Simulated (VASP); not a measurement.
Runs of VASP 6.6.1 on Zn. The cell holds a slab with vacuum, 6 atoms: a = 2.617 Å, b = 2.619 Å, c = 27.159 Å, α = 90.00°, β = 90.00°, γ = 119.98°. 

```tsv
level	potentials or basis	gap on the mesh (eV)	largest force (eV/Å)	work function (eV)
LDA	VASP PAW LDA potentials, release 64 (Zn)	none	0.06	4.33
RPBE	VASP PAW PBE potentials, release 64 (Zn)	none	0.40	3.91
PW91	VASP PAW PBE potentials, release 64 (Zn)	none	0.31	4.07
revPBE	VASP PAW PBE potentials, release 64 (Zn)	none	0.37	3.93
PBEsol	VASP PAW PBE potentials, release 64 (Zn)	none	(a)	(b)
```

Alike in all rows: task work function; no spin polarisation; cell as given; k mesh 9 × 9 × 1; cutoff (eV) 520; smearing fermi-dirac 0.05 eV.

Question: Fill in the values left out.

Answer: (a) 0.11; (b) 4.18.

Caveats: the PAW data sets were made with another functional, which shifts forces and pressure a little (some runs).

A gap of «none» marks a metal or a gap under the smearing width.

Runs at the PBE level aren't shown here.
